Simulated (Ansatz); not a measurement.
# SiC: the cost of one run

Computed with Ansatz 0.2.0 (DFT PBE, scalar-relativistic, unless a step's input says otherwise).

The COD entry's cell or inner coordinates are ideal or old and differ from later refinements, so a difference from it is no clean test against experiment.

1 further run of the same task is left out (it didn't finish). Runs told in other sessions of the task aren't counted.

**1. The starting structure**

It takes space group F-43m (No. 216, cubic). The conventional cell has a = 4.348 Å, b = 4.348 Å, c = 4.348 Å, α = 90.00°, β = 90.00°, γ = 90.00°. Around Si (site symmetry -43m) lie 4 C at 1.88 Å. C (site symmetry -43m) has 4 Si at 1.88 Å in its first shell of neighbours.

As a file:

```
Si C
1.0
     0.00000    2.17400    2.17400
     2.17400    0.00000    2.17400
     2.17400    2.17400    0.00000
Si C
1 1
Cartesian
  0.0000 0.0000 0.0000
  3.2610 3.2610 3.2610
```

Atoms are numbered in the order of the input: Si1, C2.

**2. The deformed structure**

Space group F-43m before, Cm after.

**3. LAPW, all electrons**

Input file input.yaml:

```yaml
crystal:
  lattice:
    - [0.0, 2.174, 2.174]
    - [2.174, 0.0, 2.174]
    - [2.174, 2.174, 0.0]
  atoms:
    - { symbol: Si, position: [0.0, 0.0, 0.0260206992] }
    - { symbol: C, position: [0.75, 0.75, 0.75] }
kpoints:
  mp_grid: { grid: [16, 16, 16] }
scf:
  occupations: { method: fermi_dirac, width: 0.05 }
hamiltonian:
  xc: pbe
  pseudopotentials: { kind: all_electron, lapw: { basis_error: 0.00025 } }
output:
  forces: true
  stress: true
  eigenvalues: true
```

The run is started by

```console
> ansatz run input.yaml --threads 1 --pin off --max-ram 2048MiB --backend cpu --events-out ev --progress --plain --runs-dir out
```

What time and memory should one allow on 1 thread of Arm Neoverse V1, shared host?

About 4.6 min, with a peak of 1.6 GiB.
